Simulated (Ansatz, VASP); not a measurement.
## Ca in VASP and in Ansatz

```
CELL_PARAMETERS angstrom
3.50854 -3.71778 0.00000
3.50854 3.71778 0.00000
0.00000 0.00000 7.10136
ATOMIC_POSITIONS crystal
Ca 0.66179 0.33821 0.30349
Ca 0.33821 0.66179 0.69651
Ca 0.83821 0.16179 0.80349
Ca 0.16179 0.83821 0.19651
```

Change from the starting cell: volume scaled by 1.04.

Alike in both runs: task single point; functional PBE; k mesh 5 × 5 × 4; occupations fermi-dirac, width 0.05 eV; no spin polarisation.

|  | VASP | Ansatz |
| --- | --- | --- |
| version | VASP 6.6.1 | Ansatz 0.2.0 |
| potentials or method | VASP PAW PBE potentials, release 64 (Ca_sv) | Ansatz PAW |
| plane-wave cutoff (eV) | 520 | 420 |
| valence electrons in the cell | 40 | 40 |

```tsv
	VASP	Ansatz	Ansatz less VASP
gap on the k mesh at the Fermi level (eV)	none	none	-
pressure (GPa)	-0.6	-0.6	-0.01
largest component of the traceless stress (GPa)	0.31	0.31	-0.001
rms of the force components (eV/Å)	0.027	0.028	+0.0002
```

Atom by atom the forces differ by 0.000 eV/Å (rms over components). A gap of «none» marks a metal or a gap that the smearing closes.
